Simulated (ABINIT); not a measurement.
# MgS (F-43m) in ABINIT: a series of runs, part 2 of 2

ABINIT 10.8.3 (patched build). Earlier steps stand in the parts before.

**6. Single point, PW91**

File run.abi:

```
pp_dirpath "./"
pseudos "S.GGA_PBE-JTH.xml, Mg.GGA_PBE-JTH.xml"

acell 4.006636794 4.006636794 4.006636794 Angstrom
rprim
     0.0000000000     0.7071067812     0.7071067812
     0.7071067812     0.0000000000     0.7071067812
     0.7071067812     0.7071067812     0.0000000000
ntypat 2
znucl 16 12
natom 2
typat 1 2
xcart
     1.4165600234     1.4165600234     1.4165600234
     0.0000000000     0.0000000000     0.0000000000 Angstrom

ecut 24.0
pawecutdg 46.0
pawxcdev 0

kptopt 1
ngkpt 8 8 8
nshiftk 1
shiftk 0.0 0.0 0.0

ixc -109134

nband 12
occopt 3
tsmear 0.00183747

nstep 100
tolvrs 1.0e-9

iomode 3
prtwf 0
prtden 0
prteig 0
prtebands 0
enunit 2
```

Potentials or basis: JTH PAW PBE v2.0.

Launch:

```bash
$ abinit run.abi > log 2>&1
```

run.abo:

```text
.Version 10.8.3 of ABINIT
 Symmetries : space group F-4 3 m (#216); Bravais cF (face-center cubic)
================================================================================
 Values of the parameters that define the memory need of the present run
     intxc =       0    ionmov =       0      iscf =      17    lmnmax =       8
     lnmax =       4     mgfft =      36  mpssoang =       2    mqgrid =    3001
     natom =       2  nloc_mem =       2    nspden =       1   nspinor =       1
    nsppol =       1      nsym =      24    n1xccc =       1    ntypat =       2
    occopt =       3   xclevel =       2
       mpw =        1747          nfft =       46656          nkpt =          29
 PAW method is used; the additional fine FFT grid is defined by:
   mgfftf=        48    nfftf =    110592
================================================================================
================================================================================

--------------------------------------------------------------------------------
------------- Echo of variables that govern the present computation ------------
--------------------------------------------------------------------------------
 -outvars: echo values of preprocessed input variables --------
            acell      7.5714462266E+00  7.5714462266E+00  7.5714462266E+00 Bohr
              amu      3.20660000E+01  2.43050000E+01
             ecut      2.40000000E+01 Hartree
           enunit           2
              ixc     -109134
         kptrlatt        8    0    0      0    8    0      0    0    8
          kptrlen      6.05715698E+01
            natom           2
            nband          12
            ngfft          36      36      36
          ngfftdg          48      48      48
             nkpt          29
            nstep         100
             nsym          24
           ntypat           2
           occopt           3
        pawecutdg      4.60000000E+01 Hartree
         pawxcdev           0
           prtden           0
        prtebands           0
           prteig           0
            prtwf           0
            rprim      0.0000000000E+00  7.0710678120E-01  7.0710678120E-01
                       7.0710678120E-01  0.0000000000E+00  7.0710678120E-01
                       7.0710678120E-01  7.0710678120E-01  0.0000000000E+00
          spgroup         216
           tolvrs      1.00000000E-09
           tsmear      1.83747000E-03 Hartree
            typat      1  2
           useylm           1
           xangst      1.4165600234E+00  1.4165600234E+00  1.4165600234E+00
                      -2.1414164432E-11 -2.1414164432E-11 -2.1414164432E-11
            xcart      2.6769104851E+00  2.6769104851E+00  2.6769104851E+00
                      -4.0466905991E-11 -4.0466905991E-11 -4.0466905991E-11
             xred      2.5000000000E-01  2.5000000000E-01  2.5000000000E-01
                      -3.7792546870E-12 -3.7792546870E-12 -3.7792546870E-12
            znucl       16.00000   12.00000

================================================================================

 chkinp: Checking input parameters for consistency.

================================================================================
== DATASET  1 ==================================================================

--- !DatasetInfo
iteration_state: {dtset: 1, }
dimensions: {natom: 2, nkpt: 29, mband: 12, nsppol: 1, nspinor: 1, nspden: 1, mpw: 1747, }
cutoff_energies: {ecut:  24.0, pawecutdg:  46.0, }
electrons: {nelect:   1.60000000E+01, charge:   0.00000000E+00, occopt:   3.00000000E+00, tsmear:   1.83747000E-03, }
meta: {optdriver: 0, ionmov: 0, optcell: 0, iscf: 17, paral_kgb: 0, }
...

 Real(R)+Recip(G) space primitive vectors, cartesian coordinates (Bohr,Bohr^-1):
 R(1)=  0.0000000  5.3538210  5.3538210  G(1)= -0.0933912  0.0933912  0.0933912
[... 92 lines left out ...]
 Integrated electronic density in atomic spheres:
 ------------------------------------------------
 Atom  Sphere_radius  Integrated_density
    1        1.90380          3.64159965
    2        1.90158          8.22606837

================================================================================

 ----iterations are completed or convergence reached----

 Mean square residual over all n,k,spin=   98.890E-12; max=  21.179E-09
 reduced coordinates (array xred) for    2 atoms
       0.249999999996      0.249999999996      0.249999999996
      -0.000000000004     -0.000000000004     -0.000000000004
 rms dE/dt=  4.8581E-30; max dE/dt=  0.0000E+00; dE/dt below (all hartree)
    1      -0.000000000000      0.000000000000     -0.000000000000
    2       0.000000000000      0.000000000000      0.000000000000

 cartesian coordinates (angstrom) at end:
    1      1.41656002340000     1.41656002340000     1.41656002340000
    2     -0.00000000002141    -0.00000000002141    -0.00000000002141

 cartesian forces (hartree/bohr) at end:
    1      0.00000000000000     0.00000000000000    -0.00000000000000
    2     -0.00000000000000    -0.00000000000000     0.00000000000000
 frms,max,avg= 4.5370617E-31 7.8584215E-31   0.000E+00  0.000E+00  0.000E+00 h/b

 cartesian forces (eV/Angstrom) at end:
    1      0.00000000000000     0.00000000000000    -0.00000000000000
    2     -0.00000000000000    -0.00000000000000     0.00000000000000
 frms,max,avg= 2.3330510E-29 4.0409628E-29   0.000E+00  0.000E+00  0.000E+00 e/A
 length scales=  7.571446226645  7.571446226645  7.571446226645 bohr
              =  4.006636794000  4.006636794000  4.006636794000 angstroms
 Fermi (or HOMO) energy (hartree) =   0.15099   Average Vxc (hartree)=  -0.30931
 Eigenvalues (hartree) for nkpt=  29  k points:
 kpt#   1, nband= 12, wtk=  0.00195, kpt=  0.0000  0.0000  0.0000 (reduced coord)
  -2.63249   -1.41367   -1.41367   -1.41367   -0.33460    0.07908    0.07908    0.07908
   0.20521    0.37053    0.37053    0.37053
      occupation numbers for kpt#   1
   2.00000    2.00000    2.00000    2.00000    2.00000    2.00000    2.00000    2.00000
   0.00000    0.00000    0.00000    0.00000
 prteigrs : prtvol=0 or 1, do not print more k-points.

 Fermi (or HOMO) energy (eV) =   4.10856   Average Vxc (eV)=  -8.41671
 Eigenvalues (   eV  ) for nkpt=  29  k points:
 kpt#   1, nband= 12, wtk=  0.00195, kpt=  0.0000  0.0000  0.0000 (reduced coord)
 -71.63370  -38.46783  -38.46783  -38.46783   -9.10486    2.15177    2.15177    2.15177
   5.58397   10.08269   10.08269   10.08269
 prteigrs : prtvol=0 or 1, do not print more k-points.

--- !EnergyTerms
iteration_state     : {dtset: 1, }
comment             : Components of total free energy in Hartree
kinetic             :  7.99045240257150E+00
hartree             :  1.89674723730684E+01
xc                  : -4.95581114885100E+00
Ewald energy        : -3.36102739738942E+01
psp_core            :  7.73355080534449E-01
local_psp           : -5.61022005174571E+01
PAW spherical_terms : -7.15525665934831E+00
internal            : -7.40922624433763E+01
'-kT*entropy'       :  1.24056311996512E-15
total_energy        : -7.40922624433763E+01
total_energy_eV     : -2.01615317118530E+03
...

--- !EnergyTermsDC
iteration_state     : {dtset: 1, }
comment             : '"Double-counting" decomposition of free energy'
band_energy         : -1.41893786169456E+01
Ewald energy        : -3.36102739738942E+01
psp_core            :  7.73355080534449E-01
xc_dc               : -1.85105399657061E+01
PAW spherical_terms : -8.55542050058211E+00
internal            : -7.40922579765936E+01
'-kT*entropy'       :  1.24056311996512E-15
total_energy_dc     : -7.40922579765936E+01
total_energy_dc_eV  : -2.01615304963796E+03
...

--- !EnergyTermsWithPAWCore
iteration_state     : {dtset: 1, }
comment             : 'Components of total free energy, including PAW core contributions'
Total energy        : -5.99904392937254E+02
Total energy DC     : -5.99904388470471E+02
Total energy (eV)   : -1.63242301468764E+04
Total energy DC (eV): -1.63242300253290E+04
...

 Cartesian components of stress tensor (hartree/bohr^3)
  sigma(1 1)= -3.00544734E-05  sigma(3 2)=  0.00000000E+00
  sigma(2 2)= -3.00544734E-05  sigma(3 1)=  0.00000000E+00
  sigma(3 3)= -3.00544734E-05  sigma(2 1)=  0.00000000E+00

-Cartesian components of stress tensor (GPa)         [Pressure=  8.8423E-01 GPa]
- sigma(1 1)= -8.84233136E-01  sigma(3 2)=  0.00000000E+00
- sigma(2 2)= -8.84233136E-01  sigma(3 1)=  0.00000000E+00
- sigma(3 3)= -8.84233136E-01  sigma(2 1)=  0.00000000E+00

== END DATASET(S) ==============================================================
================================================================================

 -outvars: echo values of variables after computation  --------
            acell      7.5714462266E+00  7.5714462266E+00  7.5714462266E+00 Bohr
           etotal     -7.4092257977E+01
            fcart      7.3822168987E-48  7.8584214610E-31 -7.3822168987E-48
                      -7.3822168987E-48 -7.8584214610E-31  7.3822168987E-48
            rprim      0.0000000000E+00  7.0710678120E-01  7.0710678120E-01
                       7.0710678120E-01  0.0000000000E+00  7.0710678120E-01
                       7.0710678120E-01  7.0710678120E-01  0.0000000000E+00
           strten     -3.0054473421E-05 -3.0054473421E-05 -3.0054473421E-05
                       0.0000000000E+00  0.0000000000E+00  0.0000000000E+00
           xangst      1.4165600234E+00  1.4165600234E+00  1.4165600234E+00
                      -2.1414164432E-11 -2.1414164432E-11 -2.1414164432E-11
             xred      2.5000000000E-01  2.5000000000E-01  2.5000000000E-01
                      -3.7792546870E-12 -3.7792546870E-12 -3.7792546870E-12
 Calculation completed.
```

Wall time 23 s (1 thread of Intel Xeon Platinum 8488C (Sapphire Rapids), shared host); peak memory 0.11 GiB.

What came out:

```yaml
Free_energy: -2016.1530 eV
Pressure: 0.9 GPa
Band_gap_on_the_k_mesh: 3.43 eV, direct
Valence_electrons_inside_the_program's_atomic_spheres: S 3.64; Mg 8.23
```

Caveat: the PAW data sets were made with another functional, which shifts forces and pressure a little. A k mesh can miss the band edges.

**7. Single point, WC**

Edit run.abi of step 6 so:

```diff
@@ -25,3 +25,3 @@
 
-ixc -109134
+ixc 23
```

Launch:

```bash
$ abinit run.abi > log 2>&1
```

Wall time 19 s (1 thread of Intel Xeon Platinum 8488C (Sapphire Rapids), shared host); peak memory 0.11 GiB.

Results (log left out):

* Free energy: -2012.2311 eV
* Pressure: -0.3 GPa
* Band gap on the k mesh: 3.27 eV, direct
* Valence electrons inside the program's atomic spheres: S 3.63; Mg 8.22

Levels at points of the mesh, in eV from the valence-band top:
| k point | band 6 | band 7 | band 8 | band 9 | band 10 | band 11 |
| --- | --- | --- | --- | --- | --- | --- |
| (0.00, 0.00, 0.00) | 0.00 | 0.00 | 0.00 | 3.27 | 7.86 | 7.86 |
| (0.50, 0.00, 0.00) | -3.16 | -0.33 | -0.33 | 4.99 | 7.53 | 7.53 |
| (0.50, 0.50, 0.00) | -2.83 | -1.04 | -1.04 | 3.70 | 5.55 | 11.00 |

Caveat: the PAW data sets were made with another functional, which shifts forces and pressure a little. A k mesh can miss the band edges.

**8. The runs side by side**

```csv
level,gap on the mesh (eV),pressure (GPa)
AM05,3.43,0.2
r2SCAN,4.12,0.1
SCAN,4.11,-0.3
revPBE,3.61,2.3
PW91,3.43,0.9
WC,3.27,-0.3
```

Alike in all rows: task single point; potentials or basis JTH PAW PBE v2.0; no spin polarisation; cell as given; k mesh 8 × 8 × 8; cutoff (eV) 653; smearing fermi-dirac 0.05 eV.

On the cell as given the gap runs from 3.27 eV (WC) to 4.12 eV (r2SCAN). The pressure there spans -0.3 GPa (WC) to 2.3 GPa (revPBE); a positive pressure means that this level wants a larger cell, a negative one a smaller.

Caveats: the PAW data sets were made with another functional, which shifts forces and pressure a little; totals of a meta-GGA on PAW files have another zero than those of a GGA (some runs).

Total energies depend on the potentials used, so only differences within one code and one set of settings carry meaning.
